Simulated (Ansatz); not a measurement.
# Sn in Ansatz: the effect of functional

Crystal: Sn.

```xyz
2
Lattice="0.0000 3.2548 3.2548 3.2548 0.0000 3.2548 3.2548 3.2548 0.0000" Properties=species:S:1:pos:R:3 pbc="T T T"
Sn    4.8821    4.8821    4.8821
Sn    3.2548    3.2548    3.2548
```

This isn't the form of Sn at room conditions, which is tetragonal (white tin).

The cell isn't the ideal one: volume scaled by 1.02.

Alike in all runs:

```yaml
Program: Ansatz 0.2.0
Task: single point
Potentials_or_basis: Ansatz PAW
k_mesh: 7 × 7 × 7
Occupations: fermi-dirac, width 0.05 eV
Spin: no spin polarisation
```

| functional | cutoff | pressure (GPa) |
| --- | --- | --- |
| LDA | 420 eV (not typed: the program's choice for these potentials) | ? |
| r2SCAN | 500 eV (not typed: the program's choice for these potentials) | 1.2 |
| PBE | 420 eV (not typed: the program's choice for these potentials) | 2.8 |

Problem. What does the run with functional LDA give?

Solution. Pressure -0.7 GPa.

Caveats: the PAW data sets come from PBE, with cores solved anew for the run's functional, which leaves a small shift of forces and pressure (some runs).
